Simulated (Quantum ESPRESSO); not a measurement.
# PbSe (Clausthalite) (Fm-3m) in Quantum ESPRESSO: further runs

Aim: see how the results for PbSe (Clausthalite) move with the level of theory and the settings. Levels: SCAN, HLE16, WC, rev-vdW-DF2. Tasks: band structure.

Program: Quantum ESPRESSO 7.5. These are calculated values, not measurements. Logs are shortened: lines on timing, memory, paths and dates and some standing lists are left out, and cuts for length are marked.

**What was measured.**

From a printed reference work, monograph, for a bulk crystal of PbSe at 300 K: band gap 0.28 eV (direct).

The runs below are set against these values where they give the same quantity.

## (1) The structure

Symmetry: Fm-3m, No. 225, cubic system. Conventional cell: a = 6.121 Å, b = 6.121 Å, c = 6.121 Å, α = 90.00°, β = 90.00°, γ = 90.00°. Around Pb (site symmetry m-3m) lie 6 Se at 3.06 Å. Se (site symmetry m-3m) is surrounded by 6 Pb at 3.06 Å.

## (2) Band structure, SCAN

pw.in reads:

```
&CONTROL
  calculation = 'scf'
  prefix = 'pwscf'
  outdir = './tmp'
  pseudo_dir = './pseudo'
  tprnfor = .true.
  tstress = .true.
  disk_io = 'low'
/
&SYSTEM
  ibrav = 0
  A = 4.32841274
  nat = 2
  ntyp = 2
  ecutwfc = 70
  nbnd = 16
  input_dft = 'scan'
  occupations = 'smearing'
  smearing = 'fd'
  degauss = 0.00367493
  nosym = .true.
/
&ELECTRONS
  conv_thr = 1d-08
  electron_maxstep = 120
  mixing_beta = 0.5
/
ATOMIC_SPECIES
Pb   207.2000 Pb_ONCV_PBE-1.2.upf
Se    78.9710 Se_ONCV_PBE-1.2.upf
CELL_PARAMETERS alat
   0.0000000000    0.7071067811    0.7071067811
   0.7071067811    0.0000000000    0.7071067811
   0.7071067811    0.7071067811    0.0000000000
ATOMIC_POSITIONS alat
Pb     0.0000000000    0.0000000000    0.0000000000
Se     0.7071067811    0.7071067811    0.7071067811
K_POINTS automatic
6 6 6 0 0 0
```

bands.in reads:

```
&CONTROL
  calculation = 'bands'
  prefix = 'pwscf'
  outdir = './tmp'
  pseudo_dir = './pseudo'
  disk_io = 'low'
  verbosity = 'high'
/
&SYSTEM
  ibrav = 0
  A = 4.32841274
  nat = 2
  ntyp = 2
  ecutwfc = 70
  nbnd = 16
  input_dft = 'scan'
  occupations = 'smearing'
  smearing = 'fd'
  degauss = 0.00367493
  nosym = .true.
/
&ELECTRONS
  conv_thr = 1d-08
  electron_maxstep = 120
  mixing_beta = 0.5
  diago_full_acc = .true.
  startingwfc = 'random'
/
ATOMIC_SPECIES
Pb   207.2000 Pb_ONCV_PBE-1.2.upf
Se    78.9710 Se_ONCV_PBE-1.2.upf
CELL_PARAMETERS alat
   0.0000000000    0.7071067811    0.7071067811
   0.7071067811    0.0000000000    0.7071067811
   0.7071067811    0.7071067811    0.0000000000
ATOMIC_POSITIONS alat
Pb     0.0000000000    0.0000000000    0.0000000000
Se     0.7071067811    0.7071067811    0.7071067811
K_POINTS crystal
60
 0.0000000000  0.0000000000  0.0000000000 1
 0.0625000000  0.0000000000  0.0625000000 1
 0.1250000000  0.0000000000  0.1250000000 1
 0.1875000000  0.0000000000  0.1875000000 1
 0.2500000000  0.0000000000  0.2500000000 1
 0.3125000000  0.0000000000  0.3125000000 1
 0.3750000000  0.0000000000  0.3750000000 1
 0.4375000000  0.0000000000  0.4375000000 1
 0.5000000000  0.0000000000  0.5000000000 1
 0.5000000000  0.0625000000  0.5625000000 1
 0.5000000000  0.1250000000  0.6250000000 1
 0.5000000000  0.1875000000  0.6875000000 1
 0.5000000000  0.2500000000  0.7500000000 1
 0.4375000000  0.3125000000  0.7500000000 1
 0.3750000000  0.3750000000  0.7500000000 1
 0.3375000000  0.3375000000  0.6750000000 1
 0.3000000000  0.3000000000  0.6000000000 1
 0.2625000000  0.2625000000  0.5250000000 1
 0.2250000000  0.2250000000  0.4500000000 1
 0.1875000000  0.1875000000  0.3750000000 1
 0.1500000000  0.1500000000  0.3000000000 1
 0.1125000000  0.1125000000  0.2250000000 1
 0.0750000000  0.0750000000  0.1500000000 1
 0.0375000000  0.0375000000  0.0750000000 1
 0.0000000000  0.0000000000  0.0000000000 1
 0.0625000000  0.0625000000  0.0625000000 1
 0.1250000000  0.1250000000  0.1250000000 1
 0.1875000000  0.1875000000  0.1875000000 1
 0.2500000000  0.2500000000  0.2500000000 1
 0.3125000000  0.3125000000  0.3125000000 1
 0.3750000000  0.3750000000  0.3750000000 1
 0.4375000000  0.4375000000  0.4375000000 1
 0.5000000000  0.5000000000  0.5000000000 1
 0.5250000000  0.4500000000  0.5250000000 1
 0.5500000000  0.4000000000  0.5500000000 1
 0.5750000000  0.3500000000  0.5750000000 1
 0.6000000000  0.3000000000  0.6000000000 1
 0.6250000000  0.2500000000  0.6250000000 1
 0.5833333333  0.2500000000  0.6666666667 1
 0.5416666667  0.2500000000  0.7083333333 1
 0.5000000000  0.2500000000  0.7500000000 1
 0.5000000000  0.2857142857  0.7142857143 1
 0.5000000000  0.3214285714  0.6785714286 1
 0.5000000000  0.3571428571  0.6428571429 1
 0.5000000000  0.3928571429  0.6071428571 1
 0.5000000000  0.4285714286  0.5714285714 1
 0.5000000000  0.4642857143  0.5357142857 1
 0.5000000000  0.5000000000  0.5000000000 1
 0.4821428571  0.4821428571  0.5357142857 1
 0.4642857143  0.4642857143  0.5714285714 1
 0.4464285714  0.4464285714  0.6071428571 1
 0.4285714286  0.4285714286  0.6428571429 1
 0.4107142857  0.4107142857  0.6785714286 1
 0.3928571429  0.3928571429  0.7142857143 1
 0.3750000000  0.3750000000  0.7500000000 1
 0.6250000000  0.2500000000  0.6250000000 1
 0.5937500000  0.1875000000  0.5937500000 1
 0.5625000000  0.1250000000  0.5625000000 1
 0.5312500000  0.0625000000  0.5312500000 1
 0.5000000000  0.0000000000  0.5000000000 1
```

Potentials or basis: SG15 PBE 1.2.

On the command line:

```sh
OMP_NUM_THREADS=1 pw.x -in pw.in > pw.out
OMP_NUM_THREADS=1 pw.x -in bands.in > bands.out
```

pw.out:

```text
This program is part of the open-source Quantum ESPRESSO suite
     for quantum simulation of materials; please cite
         "P. Giannozzi et al., J. Phys.:Condens. Matter 21 395502 (2009);
         "P. Giannozzi et al., J. Phys.:Condens. Matter 29 465901 (2017);
         "P. Giannozzi et al., J. Chem. Phys. 152 154105 (2020);
     in publications or presentations arising from this work. More details at

     IMPORTANT: XC functional enforced from input :
     Exchange-correlation= SCAN
                           (   0   0   0   0   0 263 267)
     Any further DFT definition will be discarded
     Please, verify this is what you really want

     G-vector sticks info
     --------------------
     sticks:   dense  smooth     PW     G-vecs:    dense   smooth      PW
     Sum        1285    1285    379                30731    30731    4957

     Using Slab Decomposition

     bravais-lattice index     =            0
     lattice parameter (alat)  =       8.1795  a.u.
     unit-cell volume          =     386.9614 (a.u.)^3
     number of atoms/cell      =            2
     number of atomic types    =            2
     number of electrons       =        20.00
     number of Kohn-Sham states=           16
     kinetic-energy cutoff     =      70.0000  Ry
     charge density cutoff     =     280.0000  Ry
     scf convergence threshold =      1.0E-08
     mixing beta               =       0.5000
     number of iterations used =            8  plain     mixing
     Exchange-correlation= SCAN
                           (   0   0   0   0   0 263 267)

     celldm(1)=   8.179515  celldm(2)=   0.000000  celldm(3)=   0.000000
     celldm(4)=   0.000000  celldm(5)=   0.000000  celldm(6)=   0.000000

     crystal axes: (cart. coord. in units of alat)
               a(1) = (   0.000000   0.707107   0.707107 )
               a(2) = (   0.707107   0.000000   0.707107 )
               a(3) = (   0.707107   0.707107   0.000000 )

     reciprocal axes: (cart. coord. in units 2 pi/alat)
               b(1) = ( -0.707107  0.707107  0.707107 )
               b(2) = (  0.707107 -0.707107  0.707107 )
               b(3) = (  0.707107  0.707107 -0.707107 )

     PseudoPot. # 1 for Pb read from file:
     Pb_ONCV_PBE-1.2.upf
     Pseudo is Norm-conserving, Zval = 14.0
     Generated using ONCVPSP code by D. R. Hamann
     Using radial grid of  602 points,  8 beta functions with:
                l(1) =   0
                l(2) =   0
                l(3) =   1
                l(4) =   1
                l(5) =   2
                l(6) =   2
                l(7) =   3
                l(8) =   3

     PseudoPot. # 2 for Se read from file:
     Se_ONCV_PBE-1.2.upf
     Pseudo is Norm-conserving, Zval =  6.0
     Generated using ONCVPSP code by D. R. Hamann
     Using radial grid of  602 points,  6 beta functions with:
                l(1) =   0
                l(2) =   0
                l(3) =   1
                l(4) =   1
                l(5) =   2
                l(6) =   2

     atomic species   valence    mass     pseudopotential
     Pb               14.00   207.20000     Pb( 1.00)
     Se                6.00    78.97100     Se( 1.00)

     No symmetry found

   Cartesian axes

     site n.     atom                  positions (alat units)
         1        Pb     tau(   1) = (   0.0000000   0.0000000   0.0000000  )
         2        Se     tau(   2) = (   0.7071068   0.7071068   0.7071068  )

     number of k points=   112  Fermi-Dirac smearing, width (Ry)=  0.0037

     Number of k-points >= 100: set verbosity='high' to print them.

     Dense  grid:    30731 G-vectors     FFT dimensions: (  45,  45,  45)

     WARNING: libxc functional with ID  263 depends
      on external parameters: check the user_guide of
      QE if you need to modify them or to check their
      default values.

     Initial potential from superposition of free atoms

     starting charge      19.8800, renormalised to      20.0000
     Starting wfcs are random

     Self-consistent Calculation

     iteration #  1     ecut=    70.00 Ry     beta= 0.50
     Davidson diagonalization with overlap
     ethr =  1.00E-02,  avg # of iterations =  8.4

     total energy              =    -131.12646701 Ry
     estimated scf accuracy    <       9.15744189 Ry

     iteration #  2     ecut=    70.00 Ry     beta= 0.50
     Davidson diagonalization with overlap
     ethr =  1.00E-02,  avg # of iterations =  1.0

     total energy              =    -131.31591185 Ry
     estimated scf accuracy    <       3.01309532 Ry

     iteration #  3     ecut=    70.00 Ry     beta= 0.50
     Davidson diagonalization with overlap
     ethr =  1.00E-02,  avg # of iterations =  1.0

     total energy              =    -131.32424659 Ry
     estimated scf accuracy    <       0.05073994 Ry

     iteration #  4     ecut=    70.00 Ry     beta= 0.50
     Davidson diagonalization with overlap
     ethr =  2.54E-04,  avg # of iterations =  2.6

     total energy              =    -131.32564068 Ry
     estimated scf accuracy    <       0.00051547 Ry

     iteration #  5     ecut=    70.00 Ry     beta= 0.50
     Davidson diagonalization with overlap
     ethr =  2.58E-06,  avg # of iterations =  7.6

     total energy              =    -131.32574858 Ry
     estimated scf accuracy    <       0.00024406 Ry

     iteration #  6     ecut=    70.00 Ry     beta= 0.50
     Davidson diagonalization with overlap
     ethr =  1.22E-06,  avg # of iterations =  1.8

     total energy              =    -131.32575156 Ry
     estimated scf accuracy    <       0.00004585 Ry

     iteration #  7     ecut=    70.00 Ry     beta= 0.50
     Davidson diagonalization with overlap
     ethr =  2.29E-07,  avg # of iterations =  1.8

     total energy              =    -131.32575771 Ry
     estimated scf accuracy    <       0.00000772 Ry

     iteration #  8     ecut=    70.00 Ry     beta= 0.50
     Davidson diagonalization with overlap
     ethr =  3.86E-08,  avg # of iterations =  1.0

     total energy              =    -131.32575763 Ry
     estimated scf accuracy    <       0.00000389 Ry

     iteration #  9     ecut=    70.00 Ry     beta= 0.50
     Davidson diagonalization with overlap
     ethr =  1.95E-08,  avg # of iterations =  1.8

     total energy              =    -131.32575793 Ry
     estimated scf accuracy    <       0.00000004 Ry

     iteration # 10     ecut=    70.00 Ry     beta= 0.50
     Davidson diagonalization with overlap
     ethr =  1.86E-10,  avg # of iterations =  2.0

     End of self-consistent calculation

     Number of k-points >= 100: set verbosity='high' to print the bands.

     the Fermi energy is     8.7169 ev

!    total energy              =    -131.32575794 Ry
     estimated scf accuracy    <          6.9E-09 Ry
     smearing contrib. (-TS)   =      -0.00001536 Ry
     internal energy E=F+TS    =    -131.32574258 Ry

     The total energy is F=E-TS. E is the sum of the following terms:
     one-electron contribution =     -31.76932768 Ry
     hartree contribution      =      25.80631693 Ry
     xc contribution           =     -17.58192814 Ry
     ewald contribution        =    -107.78080369 Ry

     convergence has been achieved in  10 iterations

     Forces acting on atoms (cartesian axes, Ry/au):

     atom    1 type  1   force =     0.00000171    0.00000170    0.00000127
     atom    2 type  2   force =    -0.00000171   -0.00000170   -0.00000127

     Total force =     0.000004     Total SCF correction =     0.000003
     SCF correction compared to forces is large: reduce conv_thr to get better values

     Computing stress (Cartesian axis) and pressure

          total   stress  (Ry/bohr**3)                   (kbar)     P=        3.78
   0.00002573   0.00000000  -0.00000000            3.78        0.00       -0.00
   0.00000000   0.00002573  -0.00000000            0.00        3.79       -0.00
  -0.00000000  -0.00000000   0.00002573           -0.00       -0.00        3.78

=------------------------------------------------------------------------------=
   JOB DONE.
=------------------------------------------------------------------------------=
```

Run time: 8.7 min. Hardware: 1 thread of Arm Neoverse V2, shared host; peak memory 0.18 GiB.

What came out:

```yaml
Free_energy: -1786.7780 eV
Pressure: 0.4 GPa
Band_gap_on_the_k_mesh: 0.46 eV, direct
Band_gap_along_the_path: 0.46 eV, direct
```

Levels at the corners of the path, in eV from the valence-band top:
| point | band 7 | band 8 | band 9 | band 10 | band 11 | band 12 | band 13 | band 14 |
| --- | --- | --- | --- | --- | --- | --- | --- | --- |
| Γ | -6.60 | -1.98 | -1.98 | -1.98 | 4.75 | 4.75 | 4.75 | 7.15 |
| X | -7.78 | -5.12 | -3.36 | -3.36 | 4.21 | 5.76 | 5.76 | 6.35 |
| W | -8.42 | -4.35 | -4.35 | -0.80 | 1.94 | 5.29 | 5.29 | 8.13 |
| K | -8.44 | -4.70 | -2.82 | -2.47 | 3.62 | 4.12 | 5.74 | 6.29 |
| Γ | -6.60 | -1.98 | -1.98 | -1.98 | 4.75 | 4.75 | 4.75 | 7.15 |
| L | -9.20 | -1.47 | -1.47 | 0.00 | 0.46 | 1.71 | 1.71 | 9.21 |
| U | -8.44 | -4.70 | -2.82 | -2.47 | 3.62 | 4.12 | 5.74 | 6.29 |
| W | -8.42 | -4.35 | -4.35 | -0.80 | 1.94 | 5.29 | 5.29 | 8.13 |
| L | -9.20 | -1.47 | -1.47 | 0.00 | 0.46 | 1.71 | 1.71 | 9.21 |
| K | -8.44 | -4.70 | -2.82 | -2.47 | 3.62 | 4.12 | 5.74 | 6.29 |
| U | -8.44 | -4.70 | -2.82 | -2.47 | 3.62 | 4.12 | 5.74 | 6.29 |
| X | -7.78 | -5.12 | -3.36 | -3.36 | 4.21 | 5.76 | 5.76 | 6.35 |

Caveat: the potentials were made for another functional, which shifts forces and pressure; spin-orbit coupling is left out, which as a rule narrows the gap of such compounds by several tenths of an eV.

## (3) Band structure, HLE16

Edit pw.in of step 2 so:

```diff
@@ -16,3 +16,3 @@
   nbnd = 16
-  input_dft = 'scan'
+  input_dft = 'XC-000I-000I-545L-000I-000I-000I'
   occupations = 'smearing'
@@ -20,6 +20,5 @@
   degauss = 0.00367493
-  nosym = .true.
 /
 &ELECTRONS
-  conv_thr = 1d-08
+  conv_thr = 4d-10
   electron_maxstep = 120
@@ -38,2 +37,2 @@
 K_POINTS automatic
-6 6 6 0 0 0
+8 8 8 0 0 0
```

Edit bands.in of step 2 so:

```diff
@@ -15,3 +15,3 @@
   nbnd = 16
-  input_dft = 'scan'
+  input_dft = 'XC-000I-000I-545L-000I-000I-000I'
   occupations = 'smearing'
@@ -19,3 +19,2 @@
   degauss = 0.00367493
-  nosym = .true.
 /
```

Potentials or basis: SG15 PBE 1.2.

On the command line:

```sh
OMP_NUM_THREADS=1 pw.x -in pw.in > pw.out
OMP_NUM_THREADS=1 pw.x -in bands.in > bands.out
```

Wall time 79 s (1 thread of Arm Neoverse V2, shared host); peak memory 0.09 GiB.

The run converged. Its results:

* Free energy: -1847.3423 eV
* Pressure: -3.3 GPa
* Band gap on the k mesh: 1.28 eV, direct
* Band gap along the path: 1.28 eV, direct

Levels at the corners of the path, in eV from the valence-band top:
```
point  band 7  band 8  band 9  band 10  band 11  band 12  band 13  band 14
    Γ   -6.56   -1.66   -1.66    -1.66     5.05     5.05     5.05     7.61
    X   -7.67   -4.32   -2.84    -2.84     5.23     5.88     5.88     6.47
    W   -8.21   -3.66   -3.66    -0.71     2.43     5.64     5.64     8.62
    K   -8.21   -3.96   -2.36    -2.05     3.98     4.31     5.96     7.04
    Γ   -6.56   -1.66   -1.66    -1.66     5.05     5.05     5.05     7.61
    L   -8.84   -1.25   -1.25     0.00     1.28     2.21     2.21    10.29
    U   -8.21   -3.96   -2.36    -2.05     3.98     4.31     5.96     7.04
    W   -8.21   -3.66   -3.66    -0.71     2.43     5.64     5.64     8.62
    L   -8.84   -1.25   -1.25     0.00     1.28     2.21     2.21    10.29
    K   -8.21   -3.96   -2.36    -2.05     3.98     4.31     5.96     7.04
    U   -8.21   -3.96   -2.36    -2.05     3.98     4.31     5.96     7.04
    X   -7.67   -4.32   -2.84    -2.84     5.23     5.88     5.88     6.47
```

Caveat: the potentials were made for another functional, which shifts forces and pressure; the potentials were made for a functional far from this one; spin-orbit coupling is left out, which as a rule narrows the gap of such compounds by several tenths of an eV.

(Continued in part 2 of 2.)
